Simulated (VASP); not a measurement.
Wanted: the native input for a VASP 6.6.1 run.

```
Task                   : relaxation of cell and atoms
Functional             : PBE
Dispersion             : D3(BJ)
Potentials or basis    : VASP PAW PBE potentials, release 64 (Ta_pv, N)
Cutoff                 : 600 eV
k mesh                 : 14 × 14 × 14
Occupations            : methfessel-paxton, width 0.1 eV
Spin                   : no spin polarisation
Further INCAR settings : ALGO = Normal; EDIFF = 1e-07; IBRION = 2; EDIFFG = -0.005; NSW = 90; ISIF = 3
```

The structure of TaN lies in POSCAR:

```
TaN                                     
1.0
   -0.0000000000      2.1943567142      2.1943567142
    2.1943567142      0.0000000000      2.1943567142
    2.1943567142      2.1943567142     -0.0000000000
  Ta              N             
     1     1
Direct
     0.5000000000000000    0.5000000000000000    0.5000000000000000
     0.0000000000000000    0.0000000000000000    0.0000000000000000
```

The cell comes from a database or a generator and needn't be the stable form of this composition.

These files were run (other wordings do the same):

INCAR

```
PREC = Accurate ; ENCUT = 600
EDIFF = 1E-7 ; ISMEAR = 1
SIGMA = 0.1 ; LREAL = False
LASPH = True ; NELM = 80
ALGO = Normal ; ISIF = 3
LWAVE = False ; LCHARG = False
GGA = PE ; IVDW = 12
IBRION = 2 ; NSW = 90
EDIFFG = -0.005
```

KPOINTS

```
regular mesh
0
Gamma
  14 14 14
```

Potentials or basis: VASP PAW PBE potentials, release 64 (Ta_pv, N).

Command:

```bash
$ cat potpaw_PBE.64/Ta_pv/POTCAR potpaw_PBE.64/N/POTCAR > POTCAR
$ mpirun -np 1 vasp_std > vasp.out
```

Results of the run:

```
Relaxed volume                         : 10.56 Å³/atom
Relaxed cell                           : a = 3.103 Å, b = 3.103 Å, c = 3.103 Å, α = 60.00°, β = 60.00°, γ = 60.00°
Space group after relaxing (to 0.05 Å) : Fm-3m (No. 225)
Energy gained by relaxing              : 0.0 meV/atom
Ionic steps                            : 3
Pressure after relaxing                : 0.0 GPa
Band gap on the k mesh                 : none (metal or under the smearing width)
Dispersion energy per atom             : -0.476 eV
```

Caveat: pairwise dispersion overbinds metals, which lowers pressure and volume.

Wall time 32 s on 1 thread of Intel(R) Xeon(R) 6975P-C (Granite Rapids), with other jobs on the host, peak memory 0.19 GiB.
